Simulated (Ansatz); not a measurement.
**Compressing ZrN**

Computed with Ansatz, DFT PBE, scalar-relativistic, plane waves, PAW. Settings: 420 eV cutoff, 16×16×16 k-mesh, Gaussian smearing of 0.10 eV, no spin polarisation.

Reference structure (relaxed):

```yaml
crystal:
  lattice:
    - [0.00000, 2.29730, 2.29730]
    - [2.29730, 0.00000, 2.29730]
    - [2.29730, 2.29730, 0.00000]
  atoms:
    - { symbol: Zr, position: [0.50000, 0.50000, 0.50000] }
    - { symbol: N, position: [0.00000, 0.00000, 0.00000] }
```

Cell and atoms are relaxed at each pressure within the symmetry of the start, at zero temperature, so transitions that lower the symmetry aren't seen. The k-mesh given is that at zero pressure and may differ at others. a, b and c are the lengths of the cell vectors above.

A cell with an odd number of electrons and no spin polarisation is a metal by construction and may be lower with spin.

```csv
P (GPa),V (Å³/atom),V/V0,a (Å),b (Å),c (Å)
-1,12.18,1.004,3.253,3.253,3.253
0,12.12,1.000,3.249,3.249,3.249
1,12.08,0.996,3.245,3.245,3.245
4,11.94,0.985,3.232,3.232,3.232
12,11.61,0.957,3.202,3.202,3.202
25,11.15,0.920,3.159,3.159,3.159
50,10.47,0.864,3.094,3.094,3.094
90,9.69,0.800,3.015,3.015,3.015
```

Question: What bulk modulus and pressure derivative fit these points?

Answer: A third-order Birch–Murnaghan fit gives B0 = 250 GPa and B0' = 4.2.